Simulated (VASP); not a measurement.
A run of VASP 6.6.1 is set up as follows.

Contents of INCAR:

```
SYSTEM = Si
PREC     = Accurate       ! precision mode
ENCUT    = 600            ! plane-wave cutoff, eV
EDIFF    = 1E-7           ! SCF threshold, eV
ISMEAR   = 0              ! smearing method
SIGMA    = 0.03           ! smearing width, eV
LREAL    = .FALSE.        ! projectors in reciprocal space
LASPH    = .TRUE.         ! aspherical terms in the spheres
NELM     = 80             ! most SCF steps
ALGO     = Normal         ! electronic algorithm
ISIF     = 3              ! what is computed and relaxed
LWAVE    = .FALSE.        ! write WAVECAR
LCHARG   = .FALSE.        ! write CHGCAR
GGA      = AM             ! functional
IBRION   = 2              ! ionic algorithm
NSW      = 90             ! ionic steps
EDIFFG   = -0.005         ! ionic threshold
```

File KPOINTS:

```
regular mesh
0
G
  10 10 10
  0 0 0
```

POSCAR

```
Si                                      
1.0
    0.0000000000      2.7184356735      2.7184356735
    2.7184356735      0.0000000000      2.7184356735
    2.7184356735      2.7184356735     -0.0000000000
  Si            
     2
Direct
     0.7500000000000000    0.7500000000000000    0.7500000000000000
     0.5000000000000000    0.5000000000000000    0.5000000000000000
```

Potentials or basis: VASP PAW PBE potentials, release 64 (Si).

Launch:

```bash
$ cat potpaw_PBE.64/Si/POTCAR > POTCAR
$ mpirun -np 1 vasp_std > vasp.out
```

(1) Predict the band gap on the k mesh.

## Answers

(1) 0.51 eV, indirect (least direct gap 2.50 eV).

Caveat: the relaxation stopped at its first step, so nothing moved.
